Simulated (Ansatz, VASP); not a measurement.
## Ge in VASP and in Ansatz

INCAR

```
SYSTEM = Ge
PREC     = Accurate       ! precision mode
ENCUT    = 520            ! plane-wave cutoff, eV
EDIFF    = 1E-7           ! SCF threshold, eV
ISMEAR   = 0              ! smearing method
SIGMA    = 0.025          ! smearing width, eV
LREAL    = .False.        ! projectors in reciprocal space
LASPH    = .True.         ! aspherical terms in the spheres
NELM     = 100            ! most SCF steps
ALGO     = Normal         ! electronic algorithm
ISIF     = 2              ! what is computed and relaxed
LWAVE    = .False.        ! write WAVECAR
LCHARG   = .False.        ! write CHGCAR
GGA      = PE             ! functional
NBANDS   = 21             ! bands
```

File KPOINTS:

```
Automatic mesh
0
Gamma
  8 8 8
  0 0 0
```

POSCAR

```
Ge
1.0
    0.0000000000      2.8289100000      2.8289100000
    2.8289100000      0.0000000000      2.8289100000
    2.8289100000      2.8289100000      0.0000000000
Ge
2
Direct
    0.7500000000      0.7500000000      0.7500000000
    0.5000000000      0.5000000000      0.5000000000
```

The input input.yaml:

```yaml
crystal:
  lattice:
    - [0.0, 2.82891, 2.82891]
    - [2.82891, 0.0, 2.82891]
    - [2.82891, 2.82891, 0.0]
  atoms:
    - { symbol: Ge, position: [0.75, 0.75, 0.75] }
    - { symbol: Ge, position: [0.5, 0.5, 0.5] }
hamiltonian:
  xc: pbe
  pseudopotentials: { kind: paw }
kpoints:
  mp_grid: { grid: [8, 8, 8] }
scf:
  occupations: { method: gaussian, width: 0.025 }
output:
  forces: true
  stress: true
  eigenvalues: true
  write_density: true
  write_potential: true
  elf: true
  volumetric_format: npy
```

Alike in both runs: task single point; functional PBE; k mesh 8 × 8 × 8; occupations gaussian, width 0.025 eV; no spin polarisation.

```csv
,VASP,Ansatz
version,VASP 6.6.1,Ansatz 0.2.0
potentials or method,"VASP PAW PBE potentials, release 64 (Ge_d)",Ansatz PAW
plane-wave cutoff (eV),520,420
valence electrons in the cell,28,28
```

VASP gave:

```
gap on the k mesh at the Fermi level (eV) : 0.03
least direct gap on the mesh (eV)         : 0.03
pressure (GPa)                            : 3.5
```

Estimate Ansatz's values.

gap on the k mesh at the Fermi level (eV): 0.03; least direct gap on the mesh (eV): 0.03; pressure (GPa): 3.6.

With one functional, cell and mesh, what is left measures potentials, basis and numerics.

A k mesh can miss the band edges. Expect the measured gap to be larger: semilocal functionals such as PBE lack the derivative discontinuity.
